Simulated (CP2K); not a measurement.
The system is YN.

```
CELL_PARAMETERS angstrom
3.44856 0.00000 0.00000
1.72428 2.98654 0.00000
1.72428 0.99551 2.81574
ATOMIC_POSITIONS crystal
Y 0.00000 0.00000 0.00000
N 0.50000 0.50000 0.50000
```

Base run:

| Property | Result |
| --- | --- |
| Program | CP2K 2026.2 |
| Functional | PBEsol |
| Potentials or basis | POTENTIAL_UZH Y GTH-PBE-q11, N GTH-PBE-q5; TZVP-MOLOPT-PBE-GTH basis |
| Density cutoff | 6123 eV |
| k mesh | 9 × 9 × 9 |
| Occupations | fermi-dirac, width 0.1 eV |
| Spin | no spin polarisation |

Its results: band gap on the k mesh 0.13 eV, indirect (least direct gap 0.52 eV); pressure -0.6 GPa.

Problem. The run is repeated on the same cell with these changes: functional from PBEsol to PBE. What comes out?

Solution. Band gap on the k mesh 0.22 eV, indirect (least direct gap 0.61 eV); pressure 3.7 GPa.

PBE binds less tightly than PBEsol, so the same cell stands under more pressure.

Caveats: the basis of atomic orbitals isn't converged, which shifts pressures, moduli and gaps; the potentials were made for another functional, which shifts forces and pressure (some runs).

A k mesh can miss the band edges.
